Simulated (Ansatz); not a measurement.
## Nuclear-site quantities of CaF2 as the cell is scaled

```
Ca F
1.0
     0.00000    2.73125    2.73125
     2.73125    0.00000    2.73125
     2.73125    2.73125    0.00000
Ca F
1 2
Direct
  0.00000 0.00000 0.00000
  0.25000 0.25000 0.25000
  0.75000 0.75000 0.75000
```

Atoms are numbered in the order listed.

The geometry is COD entry 5000222, unchecked; take it as a test cell.

Theory: Ansatz 0.2.0, DFT, LDA, all-electron PAW with datasets made for the crystal, scalar-relativistic.

Settings: a Γ-centred 10×10×10 k mesh, Fermi–Dirac smearing of 0.03 eV, cutoff 300 eV (chosen by the program for this cell), no spin polarisation.

The contact density is the mean electron density over the nuclear volume; its changes follow the s electrons' response to bonding and compression. Changes below are taken from the unscaled cell, where it is 41010.4 e/Å³ at Ca1, 3085.21 e/Å³ at F2.

Volumes at which the program chose other datasets or cutoffs are left out.

The datasets are made afresh for each cell, so very small changes are uncertain.

Q: Does compression raise or lower the contact density at F2?

A: It lowers it, by 0.14 e/Å³ over the whole range.

Q: Tabulate the changes with volume.

A: 
| V/V(cell) | P (GPa) | Δρ(0) Ca1 (e/Å³) | Δρ(0) F2 (e/Å³) |
| --- | --- | --- | --- |
| 0.9900 | -5.7 | 0.03 | -0.02 |
| 1.0000 | -6.5 | 0.00 | 0.00 |
| 1.0100 | -7.1 | -0.03 | 0.02 |
| 1.0200 | -7.8 | -0.06 | 0.04 |
| 1.0400 | -9.0 | -0.12 | 0.08 |
| 1.0600 | -10.0 | -0.18 | 0.12 |
